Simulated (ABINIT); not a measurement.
# HfB2 (P6/mmm) in ABINIT: settings compared

Aim: see how the results for HfB2 move with the level of theory and the settings. Levels: LDA, PBEsol, RPBE, BLYP, HCTH407. Tasks: band structure, equation of state.

Everything below comes from runs of ABINIT 10.8.3 (patched build). Logs are shortened: lines on timing, memory, paths and dates and some standing lists are left out, and cuts for length are marked. The log counts tension as positive stress, the text compression.

## (1) The crystal as given

Symmetry: P6/mmm, No. 191, hexagonal system. Conventional cell: a = 3.140 Å, b = 3.140 Å, c = 3.480 Å, α = 90.00°, β = 90.00°, γ = 120.00°. Around Hf (site symmetry 6/mmm) lie 12 B at 2.51 Å. B (site symmetry -6m2) has 3 B at 1.81 Å as nearest neighbours.

## (2) Band structure, LDA

The input, run.abi:

```
# Datasets: ground state, then fixed potential
ndtset 2

# Pseudopotentials
pp_dirpath "./"
pseudos "Hf.LDA_PW-JTH.xml, B.LDA_PW-JTH.xml"

# Structure
acell 3.14 3.14 3.48 Angstrom
rprim
     1.0000000000     0.0000000000     0.0000000000
    -0.5000000000     0.8660254038     0.0000000000
     0.0000000000     0.0000000000     1.0000000000
ntypat 2
znucl 72 5
natom 3
typat 1 2 2
xred
     0.0000000000     0.0000000000     0.0000000000
     0.6666666667     0.3333333333     0.5000000000
     0.3333333333     0.6666666667     0.5000000000

# Plane-wave basis
ecut 462.593566 eV
pawecutdg 34.0

# Exchange and correlation
ixc 7

# Bands and occupations
occopt 3
tsmear 0.05 eV

# SCF cycle
nstep 100

# Output
iomode 3
prtwf 0
prteig 0
prtebands 0
enunit 1
prtden1 1

# Dataset 1
kptopt1 1
ngkpt1 10 10 8
nshiftk1 1
shiftk1 0.0 0.0 0.0
nband1 13
tolvrs1 1.0e-9

# Dataset 2: bands along G-M-K-G-A-L-H-A
iscf2 -2
getden2 1
nband2 17
nbdbuf2 2
tolwfr2 1.0e-12
kptopt2 -7
ndivsm2 6
prteig2 1
prtvol2 -3
kptbounds2
     0.0000000000     0.0000000000     0.0000000000
     0.5000000000     0.0000000000     0.0000000000
     0.3333333333     0.3333333333     0.0000000000
     0.0000000000     0.0000000000     0.0000000000
     0.0000000000     0.0000000000     0.5000000000
     0.5000000000     0.0000000000     0.5000000000
     0.3333333333     0.3333333333     0.5000000000
     0.0000000000     0.0000000000     0.5000000000
```

Potentials or basis: JTH PAW LDA v2.0.

Command:

```
$ abinit run.abi > log 2>&1
```

run.abo:

```text
.Version 10.8.3 of ABINIT
 DATASET    1 : space group P6/m m m (#191); Bravais hP (primitive hexag.)
================================================================================
 Values of the parameters that define the memory need for DATASET  1.
     intxc =       0    ionmov =       0      iscf =      17    lmnmax =      18
     lnmax =       6     mgfft =      27  mpssoang =       3    mqgrid =    3001
     natom =       3  nloc_mem =       2    nspden =       1   nspinor =       1
    nsppol =       1      nsym =      24    n1xccc =       1    ntypat =       2
    occopt =       3   xclevel =       1
       mpw =         690          nfft =       15552          nkpt =          70
 PAW method is used; the additional fine FFT grid is defined by:
   mgfftf=        36    nfftf =     36864
================================================================================
================================================================================

 DATASET    2 : space group P6/m m m (#191); Bravais hP (primitive hexag.)
================================================================================
 Values of the parameters that define the memory need for DATASET  2.
     intxc =       0    ionmov =       0      iscf =      -2    lmnmax =      18
     lnmax =       6     mgfft =      27  mpssoang =       3    mqgrid =    3001
     natom =       3  nloc_mem =       2    nspden =       1   nspinor =       1
    nsppol =       1      nsym =      24    n1xccc =       1    ntypat =       2
    occopt =       3   xclevel =       1
       mpw =         692          nfft =       15552          nkpt =          65
 PAW method is used; the additional fine FFT grid is defined by:
   mgfftf=        36    nfftf =     36864
================================================================================
================================================================================

--------------------------------------------------------------------------------
------------- Echo of variables that govern the present computation ------------
--------------------------------------------------------------------------------
 -outvars: echo values of preprocessed input variables --------
            acell      5.9337400354E+00  5.9337400354E+00  6.5762469182E+00 Bohr
              amu      1.78490000E+02  1.08110000E+01
             ecut      1.70000000E+01 Hartree
           enunit           1
           getden1          0
           getden2          1
             iscf1         17
             iscf2         -2
              ixc           7
           jdtset        1    2
           kptopt1          1
           kptopt2         -7
         kptrlatt       10    0    0      0   10    0      0    0    8
          kptrlen1     5.26099753E+01
          kptrlen2     3.00000000E+01
            natom           3
            nband1         13
            nband2         17
           nbdbuf1          0
           nbdbuf2          2
           ndtset           2
           ndivsm1          0
           ndivsm2          6
            ngfft          24      24      27
          ngfftdg          32      32      36
             nkpt1         70
             nkpt2         65
            nstep         100
             nsym          24
           ntypat           2
           occopt           3
        pawecutdg      3.40000000E+01 Hartree
        prtebands           0
           prteig1          0
           prteig2          1
           prtvol1          0
           prtvol2         -3
            prtwf           0
            rprim      1.0000000000E+00  0.0000000000E+00  0.0000000000E+00
                      -5.0000000000E-01  8.6602540380E-01  0.0000000000E+00
                       0.0000000000E+00  0.0000000000E+00  1.0000000000E+00
           shiftk1     0.00000000E+00  0.00000000E+00  0.00000000E+00
           shiftk2     5.00000000E-01  5.00000000E-01  5.00000000E-01
          spgroup         191
           tolvrs1     1.00000000E-09
           tolvrs2     0.00000000E+00
           tolwfr1     0.00000000E+00
           tolwfr2     1.00000000E-12
           tsmear      1.83746611E-03 Hartree
            typat      1  2  2
           useylm           1
           xangst      0.0000000000E+00  0.0000000000E+00  0.0000000000E+00
                       1.5700000000E+00  9.0643992264E-01  1.7400000000E+00
                       2.4125095698E-17  1.8128798453E+00  1.7400000000E+00
            xcart      0.0000000000E+00  0.0000000000E+00  0.0000000000E+00
                       2.9668700177E+00  1.7129232034E+00  3.2881234591E+00
                       4.5589823630E-17  3.4258464068E+00  3.2881234591E+00
[... 223 lines left out ...]
...

 mkfilename : getden/=0, take file _DEN from output of DATASET   1.

 Exchange-correlation functional for the present dataset will be:
  LDA: Perdew-Wang 92 LSD fit to Ceperley-Alder data - ixc=7
  J.P.Perdew and Y.Wang, PRB 45, 13244 (1992)

 Real(R)+Recip(G) space primitive vectors, cartesian coordinates (Bohr,Bohr^-1):
 R(1)=  5.9337400  0.0000000  0.0000000  G(1)=  0.1685278  0.0972996  0.0000000
 R(2)= -2.9668700  5.1387696  0.0000000  G(2)=  0.0000000  0.1945991  0.0000000
 R(3)=  0.0000000  0.0000000  6.5762469  G(3)=  0.0000000  0.0000000  0.1520624
 Unit cell volume ucvol=  2.0052373E+02 bohr^3
 Angles (23,13,12)=  9.00000000E+01  9.00000000E+01  1.20000000E+02 degrees

 Coarse grid specifications (used for wave-functions):

 getcut: wavevector=  0.0000  0.0000  0.0000  ngfft=  24  24  27
         ecut(hartree)=     17.000   => boxcut(ratio)=   2.13013

 Fine grid specifications (used for densities):

 getcut: wavevector=  0.0000  0.0000  0.0000  ngfft=  32  32  36
         ecut(hartree)=     34.000   => boxcut(ratio)=   2.05455
--------------------------------------------------------------------------------

================================================================================
 Non-SCF case, kpt    1 (  0.00000  0.00000  0.00000), residuals and eigenvalues=
  3.09E-13  9.24E-13  5.53E-13  3.76E-13  3.64E-13  4.20E-13  6.85E-13  8.17E-13
  2.68E-13  5.34E-13  7.11E-13  3.22E-13  9.06E-13  9.16E-14  5.60E-13  4.85E-13
  6.01E-06
 -2.1552E+00 -1.0115E+00 -9.9324E-01 -9.9324E-01 -3.8644E-01  2.0032E-03
  6.5577E-03  6.5577E-03  1.3031E-02  2.5779E-01  2.5779E-01  2.8144E-01
  2.8144E-01  2.9789E-01  2.9789E-01  3.0315E-01  3.9658E-01
 Non-SCF case, kpt    2 (  0.05000  0.00000  0.00000), residuals and eigenvalues=
  7.66E-13  2.39E-13  6.68E-13  2.58E-13  2.02E-13  7.69E-13  2.82E-13  1.93E-13
  2.19E-13  2.46E-13  6.44E-13  3.49E-13  7.24E-13  3.95E-13  6.97E-13  3.66E-12
  1.27E-07
[... 430 lines left out ...]
 Non-SCF case, kpt   64 (  0.02778  0.02778  0.50000), residuals and eigenvalues=
  9.80E-13  9.22E-13  3.40E-13  7.74E-13  2.98E-13  8.18E-13  3.10E-13  3.58E-13
  8.62E-13  6.42E-13  2.27E-13  7.01E-13  6.15E-13  4.44E-13  4.63E-13  1.21E-06
  9.43E-06
 -2.1549E+00 -1.0215E+00 -9.9315E-01 -9.9264E-01 -2.9620E-01 -1.9039E-01
  5.4708E-02  5.7255E-02  1.3715E-01  1.3759E-01  1.3941E-01  1.5034E-01
  1.9345E-01  3.1093E-01  3.9099E-01  5.3022E-01  5.7481E-01
 Non-SCF case, kpt   65 (  0.00000  0.00000  0.50000), residuals and eigenvalues=
  6.77E-13  4.68E-13  9.33E-13  4.03E-13  4.70E-13  2.07E-13  9.65E-13  9.49E-13
  4.40E-13  9.30E-13  6.47E-13  4.60E-13  7.68E-13  4.36E-13  4.33E-13  3.81E-07
  2.92E-05
 -2.1550E+00 -1.0216E+00 -9.9249E-01 -9.9249E-01 -2.9661E-01 -1.9312E-01
  6.9838E-02  6.9838E-02  1.2358E-01  1.2358E-01  1.4772E-01  1.4772E-01
  1.9200E-01  3.0054E-01  3.8764E-01  5.2989E-01  5.7459E-01

--- !ResultsGS
iteration_state: {dtset: 2, }
comment   : Summary of ground state results
lattice_vectors:
- [  5.9337400,   0.0000000,   0.0000000, ]
- [ -2.9668700,   5.1387696,   0.0000000, ]
- [  0.0000000,   0.0000000,   6.5762469, ]
lattice_lengths: [   5.93374,    5.93374,    6.57625, ]
lattice_angles: [ 90.000,  90.000, 120.000, ] # degrees, (23, 13, 12)
lattice_volume:   2.0052373E+02
convergence: {deltae:  0.000E+00, res2:  0.000E+00, residm:  9.991E-13, diffor:  0.000E+00, }
etotal    :  -5.61565417E+01
entropy   :   0.00000000E+00
fermie    :   1.08302573E-01
cartesian_stress_tensor: null
pressure_GPa: null
xred      :
- [  0.0000E+00,   0.0000E+00,   0.0000E+00, Hf]
- [  6.6667E-01,   3.3333E-01,   5.0000E-01,  B]
- [  3.3333E-01,   6.6667E-01,   5.0000E-01,  B]
cartesian_forces: null
force_length_stats: {min: null, max: null, mean: null, }
...

 Integrated electronic density in atomic spheres:
 ------------------------------------------------
 Atom  Sphere_radius  Integrated_density
    1        2.41119          9.70383490
    2        1.70617          1.85108299
    3        1.70617          1.85108299

================================================================================

 ----iterations are completed or convergence reached----

 Mean square residual over all n,k,spin=   56.465E-14; max=  99.913E-14
 reduced coordinates (array xred) for    3 atoms
       0.000000000000      0.000000000000      0.000000000000
       0.666666666667      0.333333333333      0.500000000000
       0.333333333333      0.666666666667      0.500000000000

 cartesian coordinates (angstrom) at end:
    1      0.00000000000000     0.00000000000000     0.00000000000000
    2      1.57000000000000     0.90643992264400     1.74000000000000
    3      0.00000000000000     1.81287984528800     1.74000000000000
 length scales=  5.933740035350  5.933740035350  6.576246918159 bohr
              =  3.140000000000  3.140000000000  3.480000000000 angstroms
 Eigenvalues (   eV  ) for nkpt=  65  k points:
 kpt#   1, nband= 17, wtk=  1.00000, kpt=  0.0000  0.0000  0.0000 (reduced coord)
 -58.64695  -27.52353  -27.02748  -27.02748  -10.51560    0.05451    0.17844    0.17844
   0.35460    7.01471    7.01471    7.65840    7.65840    8.10608    8.10608    8.24903
  10.79151
 kpt#   2, nband= 17, wtk=  1.00000, kpt=  0.0500  0.0000  0.0000 (reduced coord)
 -58.64579  -27.52038  -27.04763  -27.03200  -10.46144    0.02286    0.11142    0.17708
   0.30365    6.97674    7.09234    7.10764    7.28152    8.36670    8.60885    8.63825
  10.63379
 kpt#   3, nband= 17, wtk=  1.00000, kpt=  0.1000  0.0000  0.0000 (reduced coord)
 -58.64231  -27.51092  -27.10552  -27.04489  -10.30119   -0.39696    0.16397    0.16901
   0.26784    6.36093    6.86935    6.91457    7.27654    8.73292    9.20016    9.47212
  10.27427
 kpt#   4, nband= 17, wtk=  1.00000, kpt=  0.1500  0.0000  0.0000 (reduced coord)
 -58.63688  -27.49624  -27.19437  -27.06492  -10.04130   -0.99381   -0.03439    0.14388
   0.48889    5.69861    6.70909    6.73174    7.39988    8.97903   10.00003   10.01172
  10.43315
 kpt#   5, nband= 17, wtk=  1.00000, kpt=  0.2000  0.0000  0.0000 (reduced coord)
[... 229 lines left out ...]
   2.61763    4.63781    5.10797    5.22024    5.59033   10.02154   11.29720   14.09085
  15.59666
 kpt#  63, nband= 17, wtk=  1.00000, kpt=  0.0556  0.0556  0.5000 (reduced coord)
 -58.63562  -27.78433  -27.07624  -27.02293   -8.02571   -4.96172    0.72403    0.93363
   3.25751    4.30143    4.42013    4.43908    5.38389    9.15546   10.90181   14.35821
  15.69812
 kpt#  64, nband= 17, wtk=  1.00000, kpt=  0.0278  0.0278  0.5000 (reduced coord)
 -58.63885  -27.79572  -27.02489  -27.01100   -8.05988   -5.18071    1.48869    1.55799
   3.73214    3.74414    3.79358    4.09104    5.26392    8.46070   10.63938   14.42791
  15.64126
 kpt#  65, nband= 17, wtk=  1.00000, kpt=  0.0000  0.0000  0.5000 (reduced coord)
 -58.63992  -27.79958  -27.00693  -27.00693   -8.07113   -5.25504    1.90040    1.90040
   3.36272    3.36272    4.01974    4.01974    5.22445    8.17813   10.54824   14.41914
  15.63540

== END DATASET(S) ==============================================================
================================================================================

 -outvars: echo values of variables after computation  --------
            acell      5.9337400354E+00  5.9337400354E+00  6.5762469182E+00 Bohr
           etotal1    -5.6156541717E+01
            fcart1    -7.5630917631E-30 -4.3665530653E-30 -0.0000000000E+00
                       3.7815458816E-29 -3.0565871457E-29 -0.0000000000E+00
                      -3.0252367053E-29  3.4932424522E-29 -0.0000000000E+00
            rprim      1.0000000000E+00  0.0000000000E+00  0.0000000000E+00
                      -5.0000000000E-01  8.6602540380E-01  0.0000000000E+00
                       0.0000000000E+00  0.0000000000E+00  1.0000000000E+00
           strten1     3.5986270600E-04  3.5986270439E-04  3.4719126627E-04
                       0.0000000000E+00  0.0000000000E+00  0.0000000000E+00
           xangst      0.0000000000E+00  0.0000000000E+00  0.0000000000E+00
                       1.5700000000E+00  9.0643992264E-01  1.7400000000E+00
                       2.4125095698E-17  1.8128798453E+00  1.7400000000E+00
             xred      0.0000000000E+00  0.0000000000E+00  0.0000000000E+00
                       6.6666666667E-01  3.3333333333E-01  5.0000000000E-01
                       3.3333333333E-01  6.6666666667E-01  5.0000000000E-01
 Calculation completed.
```

Run time: 32 s. Hardware: 1 thread of Arm Neoverse V1, shared host; peak memory 0.1 GiB.

Results:

```yaml
Free_energy: -1528.0973 eV
Pressure: -10.5 GPa
Band_gap_on_the_k_mesh: none (metal or under the smearing width)
Valence_electrons_inside_the_program's_atomic_spheres: Hf 9.70; B 1.85
```

Stress tensor (GPa, compression positive):
```
-10.59   0.00   0.00
  0.00 -10.59   0.00
  0.00   0.00 -10.21
```

Levels at the corners of the path, in eV from the Fermi level:
| point | band 6 | band 7 | band 8 | band 9 | band 10 | band 11 | band 12 | band 13 |
| --- | --- | --- | --- | --- | --- | --- | --- | --- |
| Γ | -2.89 | -2.77 | -2.77 | -2.59 | 4.07 | 4.07 | 4.71 | 4.71 |
| M | -8.75 | -4.00 | -3.27 | -2.75 | 2.27 | 2.79 | 5.68 | 5.77 |
| K | -8.01 | -7.59 | -2.47 | -2.47 | 1.83 | 1.83 | 3.51 | 9.45 |
| Γ | -2.89 | -2.77 | -2.77 | -2.59 | 4.07 | 4.07 | 4.71 | 4.71 |
| A | -8.20 | -1.05 | -1.05 | 0.42 | 0.42 | 1.07 | 1.07 | 2.28 |
| L | -7.26 | -4.82 | -4.58 | -2.47 | 4.19 | 4.26 | 6.30 | 7.28 |
| H | -8.89 | -5.31 | -2.99 | -2.99 | 4.50 | 5.48 | 7.04 | 7.04 |
| A | -8.20 | -1.05 | -1.05 | 0.42 | 0.42 | 1.07 | 1.07 | 2.28 |

Caveat: spin-orbit coupling is left out, which moves the levels of the heavy elements.

## (3) Band structure, PBEsol

Edit run.abi of step 2 so:

```diff
@@ -5,10 +5,10 @@
 pp_dirpath "./"
-pseudos "Hf.LDA_PW-JTH.xml, B.LDA_PW-JTH.xml"
+pseudos "Hf.upf, B.upf"
 
 # Structure
-acell 3.14 3.14 3.48 Angstrom
+acell 3*1.0 Angstrom
 rprim
-     1.0000000000     0.0000000000     0.0000000000
-    -0.5000000000     0.8660254038     0.0000000000
-     0.0000000000     0.0000000000     1.0000000000
+     3.1400000000     0.0000000000     0.0000000000
+    -1.5700000000     2.7193197679     0.0000000000
+     0.0000000000     0.0000000000     3.4800000000
 ntypat 2
@@ -23,7 +23,6 @@
 # Plane-wave basis
-ecut 462.593566 eV
-pawecutdg 34.0
+ecut 38.0
 
 # Exchange and correlation
-ixc 7
+ixc -116133
 
@@ -41,4 +40,7 @@
 prtebands 0
-enunit 1
 prtden1 1
+prtvha1 1
+prtvclmb1 1
+prtpot1 1
+prtelf1 1
 
@@ -50,3 +52,3 @@
 nband1 13
-tolvrs1 1.0e-9
+tolvrs1 1.0e-10
```

Potentials or basis: PseudoDojo NC SR PBEsol v0.4.1 standard.

Command:

```
$ abinit run.abi > log 2>&1
```

It took 2 min on 1 thread of Arm Neoverse V1, shared host; peak memory 0.1 GiB.

Results (log left out):

- Free energy: -1697.2651 eV
- Pressure: -3.6 GPa
- Band gap on the k mesh: none (metal or under the smearing width)
- Valence electrons inside the program's atomic spheres: Hf 8.48; B 2.68

Stress tensor (GPa, compression positive):
```
-3.44  0.00  0.00
 0.00 -3.44  0.00
 0.00  0.00 -4.07
```

Levels at the corners of the path, in eV from the Fermi level:
| point | band 6 | band 7 | band 8 | band 9 | band 10 | band 11 | band 12 | band 13 |
| --- | --- | --- | --- | --- | --- | --- | --- | --- |
| Γ | -2.93 | -2.78 | -2.78 | -2.63 | 4.11 | 4.11 | 4.77 | 4.77 |
| M | -8.88 | -4.02 | -3.29 | -2.78 | 2.27 | 2.81 | 5.69 | 5.83 |
| K | -8.13 | -7.65 | -2.49 | -2.49 | 1.84 | 1.84 | 3.55 | 9.53 |
| Γ | -2.93 | -2.78 | -2.78 | -2.63 | 4.11 | 4.11 | 4.77 | 4.77 |
| A | -8.27 | -1.03 | -1.03 | 0.41 | 0.41 | 1.08 | 1.08 | 2.32 |
| L | -7.35 | -4.85 | -4.62 | -2.54 | 4.16 | 4.24 | 6.36 | 7.32 |
| H | -8.99 | -5.37 | -3.04 | -3.04 | 4.52 | 5.50 | 7.06 | 7.06 |
| A | -8.27 | -1.03 | -1.03 | 0.41 | 0.41 | 1.08 | 1.08 | 2.32 |

Caveat: spin-orbit coupling is left out, which moves the levels of the heavy elements.

(Continued in part 2 of 3.)
